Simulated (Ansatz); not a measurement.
## ZnS: a fit and a missing row

ZnS, F-43m, a = 5.443 Å. The compound has several low-lying forms, and this is one of them. Ansatz: PBE, PAW, 420 eV, Γ-centred 10×10×10 mesh on 2 atoms, Gaussian smearing 0.02 eV; no spin polarisation. Symmetry fixes shape and atoms, so the cell is only scaled; pressure is positive in compression.

```
V (Å³/atom) P (GPa)
     17.738    11.84
     18.342     8.12
     18.947     4.97
     19.552     2.29
     20.157     0.02
     20.761    -1.90
     21.366        ?
     22.172    -5.34
```

Task: Take V0 = 20.157 Å³/atom, count pressures from its P0 = 0.02 GPa, fit the third-order Birch–Murnaghan form to the other rows, and predict the missing pressure.

Result: With the Eulerian strain f = ½[(V0/V)^(2/3) − 1] and y = (P − P0)/[3f(1 + 2f)^(5/2)], the form is the line y = B0 + 1.5 B0 (B0′ − 4) f. Rows (f, y): 0.04448, 71.6; 0.03246, 71.1; 0.02107, 70.6; 0.01026, 70.1; -0.00975, 69.0; -0.03077, 68.1. Means f = 0.01129, y = 70.083; Σ(Δf)² = 0.003858, ΣΔfΔy = 0.1831; the slope is their ratio. y = 69.55 + 47.46 f GPa, so B0 = 69.5 GPa and B0′ = 4 + 2 × (47.46)/(3 × 69.55) = 4.45. At V = 21.366, f = -0.01904, y = 68.65 and P = -3.54 GPa. The run gave -3.54 GPa, the same to the digits shown.